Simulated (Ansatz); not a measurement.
Si: ideal shear of a crystal plane

The calculation used DFT r2SCAN, scalar-relativistic, plane waves, PAW in Ansatz. Cutoff 500 eV, Γ-centred 26×26×6 k-points, Gaussian smearing of 0.15 eV. No spin polarisation. Energies are free energies at this smearing, counted from the undisturbed cell; pressure is positive in compression.

Reference structure (relaxed at this level; this form isn't the usual structure):

```xyz
4
Lattice="-2.6290 0.0000 0.0000 -1.3145 -2.2768 0.0000 0.0000 0.0000 9.9752" Properties=species:S:1:pos:R:3 pbc="T T T"
Si    0.0000    0.0000    8.7283
Si    0.0000    0.0000    1.2469
Si    0.0000    0.0000    3.7407
Si    0.0000    0.0000    6.2345
```

The cut lies on the cell's a–b face, a (0 0 1) plane (indices in the standard cell, whose axes needn't be the Cartesian ones shown) of area 5.99 Å², between layers 2.49 Å apart. Vector c is tilted by f times 1·a + 1·b (length 4.554 Å) with the atoms' Cartesian places fixed: one unrelaxed fault a cell. The traction is dγ/du, the slope of γ against the slip u in Å. Some rows repeat others by symmetry and weren't run.

```
     f  γ (mJ/m²) traction (GPa)
0.0000          0             0.0
0.0833        169             8.7
0.1667        607            12.9
0.2500       1018             7.4
0.3333       1149             0.0
0.4167       1094            -2.0
0.5000       1046             0.0
0.5833       1094             2.0
0.6667       1149             0.0
0.7500       1018            -7.4
0.8333        607           -12.9
0.9167        169            -8.7
```

Task: Read off the first barrier and the stress needed to climb it, and compare with Frenkel's sinusoid.

Result: The first sampled maximum lies at f = 0.333, a slip of 1.52 Å, with γ ≈ 1149 mJ/m², which stands in for the unstable fault energy γ_us, and the steepest sampled slope before it is 12.9 GPa. A sinusoid γ = γ_us sin²(πu/λ) with its maximum there has λ = 3.04 Å and a largest slope πγ_us/λ = 11.9 GPa (1 mJ/m² per Å = 0.01 GPa). The stand-in is too high: a rotation axis of order three or more passes through this point, so the curvature is the same in every direction of the plane and the point is a peak of the γ-surface, which slip goes round.

Task: Is there a metastable fault on this line?

Result: The samples dip to a local minimum of 1046 mJ/m² at f = 0.500. It lies off the rotation axes, between two maxima that lie on them, so it is most likely the pass between two peaks of the γ-surface: a saddle for slip across the line, a better estimate of γ_us, and no metastable fault.

The cut is rigid; relaxing the faces lowers these energies and usually the stresses.

In a metal these slopes depend on the k mesh and the smearing.

Cost: 7 runs of about 6.3 core-minutes in all, on AMD EPYC 9R45 (Zen 5) (shared hosts).